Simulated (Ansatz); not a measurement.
Band gaps on a Γ-centred 6×6×6 mesh, computed with PBE in Ansatz (plane waves, PAW datasets (generated hard set); cutoff 700 eV), no spin polarisation, no spin–orbit coupling.

(1) Which crystal has a gap of 8.80 eV, direct?
A. ZnSe (zinc blende, a = 5.740 Å)
B. LiF (rock salt, a = 4.070 Å)
C. GaN (zinc blende, a = 4.550 Å)
D. GaP (zinc blende, a = 5.510 Å)
E. YN (rock salt, a = 4.920 Å)
F. KBr (rock salt, a = 6.700 Å)

Results:

(1) B. LiF 8.80 eV, direct; ZnSe 1.14 eV, direct; YN 0.21 eV, indirect; GaP 1.56 eV, direct; GaN 1.55 eV, direct; KBr 4.32 eV, direct.

Model structures, not the usual forms at ambient conditions (metastable or hypothetical): GaN (zinc blende type). A gap read on the mesh is an upper bound of this method's gap, since the mesh can miss a band edge. Spin–orbit coupling is left out; with heavy elements it can shift the gap and split levels by tenths of an eV. Semilocal functionals give gaps that mostly lie well below measured ones.
